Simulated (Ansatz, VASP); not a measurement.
# One calculation of Pb, two programs

```
Pb
1.0
     0.00000    2.51529    2.51529
     2.51529    0.00000    2.51529
     2.51529    2.51529    0.00000
Pb
1
Direct
  0.00000 0.00000 0.00000
```

Alike in both runs: task single point; functional PBEsol; k mesh 14 × 14 × 14; occupations gaussian, width 0.1 eV; no spin polarisation.

|  | VASP | Ansatz |
| --- | --- | --- |
| version | VASP 6.6.1 | Ansatz 0.2.0 |
| potentials or method | VASP PAW PBE potentials, release 64 (Pb_d) | scalar-relativistic, plane waves, PAW |
| plane-wave cutoff (eV) | 520 | 420 |
| valence electrons in the cell | 14 | 14 |

|  | VASP | Ansatz | Ansatz less VASP |
| --- | --- | --- | --- |
| gap on the k mesh at the Fermi level (eV) | none | none | - |
| pressure (GPa) | -2.4 | -2.4 | +0.08 |

A gap of «none» marks a metal or a gap that the smearing closes. With one functional, cell and mesh, what is left measures potentials, basis and numerics.

Caveats: the PAW data sets were made with another functional, which shifts forces and pressure a little (VASP). The runs have no spin-orbit coupling, so splittings on Pb are missing.
